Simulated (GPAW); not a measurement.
Runs of GPAW 26.7.0 on Mg. Symmetry: I4/mmm, No. 139, tetragonal system. Conventional cell: a = 3.672 Å, b = 3.672 Å, c = 3.359 Å, α = 90.00°, β = 90.00°, γ = 90.00°. Mg (site symmetry 4/mmm) is surrounded by 10 Mg at 3.09 to 3.36 Å. This isn't the form of Mg at room conditions, which is hcp.

```csv
task,level,potentials or basis,spin,cell,k mesh,smearing,convergence,maxiter,optimizer,fmax,max steps,other keys,mesh quality,gap on the mesh (eV),pressure (GPa)
relaxation of cell and atoms,OLYP,"PAW data sets generated in the run's folder for this functional, pw",off,relaxed from: cell strained at random at fixed volume,5 × 6 × 5,fermi-dirac 0.05 eV,density=1e-05 energy=1e-05,150,BFGS,0.05 eV/Å,100,-,coarse,none,0.0
density of states,M06-L+D4,"GPAW PAW data sets (gpaw-data 1.2.1), pw",off,cell strained at random at fixed volume,6 × 6 × 5,fermi-dirac 0.05 eV,-,150,-,-,-,-,coarse,none,-2.3
single point,PBE,"GPAW PAW data sets (gpaw-data 1.2.1), pw",off,as given,11 × 11 × 11,fermi-dirac 0.05 eV,-,150,-,-,-,-,not flagged,none,(a)
band structure,RPBE+D3(BJ)+ATM,"the program's PAW data sets (release 1.2.1) made for this functional, pw","SOC, no magnetisation",volume scaled by 1.15,10 × 10 × 10,fermi-dirac 0.05 eV,-,150,-,-,-,-,not flagged,-,-13.2
single point,PBE,"GPAW PAW data sets (gpaw-data 1.2.1), pw",off,cell strained at random at fixed volume,11 × 11 × 11,fermi-dirac 0.05 eV,-,150,-,-,-,-,not flagged,none,0.4
```

Alike in all rows: cutoff (eV) 800.

Problem. Fill in the values left out.

Solution. (a) 0.5.

Caveats: some runs use coarse meshes; pairwise dispersion overbinds metals, which lowers pressure and volume (some runs); later steps reuse the first step's grids (some runs); the PAW data sets were made with another functional, which shifts forces and pressure a little (some runs); spin-orbit coupling was added after a scalar SCF, so levels and gaps hold it while energy, forces, pressure and moments don't (some runs).

A gap of «none» marks a metal or a gap under the smearing width.
